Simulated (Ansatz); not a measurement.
Relaxing TiPt₃

Method: DFT PBE, scalar-relativistic, plane waves, PAW (Ansatz). Cutoff 420 eV, Γ-centred k mesh, Gaussian smearing, no spin polarisation in the final step.

The start is a database structure of TiPt₃, space group P6_3/mmc (No. 194).

```
CELL_PARAMETERS angstrom
5.57368 0.00000 0.00000
-2.78684 4.82695 0.00000
0.00000 0.00000 4.49079
ATOMIC_POSITIONS crystal
Ti 0.33333 0.66667 0.75000
Ti 0.66667 0.33333 0.25000
Pt 0.16721 0.33442 0.25000
Pt 0.66558 0.83279 0.25000
Pt 0.16721 0.83279 0.25000
Pt 0.83279 0.66558 0.75000
Pt 0.33442 0.16721 0.75000
Pt 0.83279 0.16721 0.75000
```

Steps on the 6×6×4 mesh (8 atoms). 4 of 4 steps are shown, and the free energy counts from the last. Trial steps that were taken back and renewals of the plane-wave basis can be among the rows.

```
step  ΔF (meV/atom) V (Å³/atom) P (GPa) largest force component (eV/Å)
   1            3.9        15.10     4.51                           0.043
   2           11.0        15.87    -6.73                           0.102
   3            0.1        15.40    -0.28                           0.013
   4            0.0        15.40    -0.29                           0.013
```

A final relaxation ran on a 12×12×8 mesh. The relaxed crystal, P6_3/mmc (No. 194):

```cif
data_structure
_symmetry_space_group_name_H-M 'P6_3/mmc'
_symmetry_Int_Tables_number 194
_cell_length_a 5.6070
_cell_length_b 5.6070
_cell_length_c 4.5201
_cell_angle_alpha 90.000
_cell_angle_beta 90.000
_cell_angle_gamma 120.000
_cell_volume 123.07
loop_
_atom_site_label
_atom_site_type_symbol
_atom_site_symmetry_multiplicity
_atom_site_Wyckoff_symbol
_atom_site_fract_x
_atom_site_fract_y
_atom_site_fract_z
_atom_site_occupancy
Ti1 Ti 2 d 0.33333 0.66667 0.75000 1
Pt1 Pt 6 h 0.16731 0.33462 0.25000 1
```

* Volume per atom: 15.38 Å³
* Density: 17.09 g/cm³
* Energy over the elements: -0.85 eV/atom
* Gap on the 12×12×8 mesh: 0 eV (a metal)

Formation energies are uncorrected and refer to the elements' standard structures at the same level.

The final run used a 12×12×8 mesh on its 8-atom cell and 0.10 eV smearing. For metals, differences of a few meV/atom aren't resolved. Spin–orbit coupling is left out.

A structure relaxed within its symmetry needn't be a true minimum.

Cost: 3 runs of about 4.5 core-minutes in all, on Arm Neoverse V2 (shared hosts).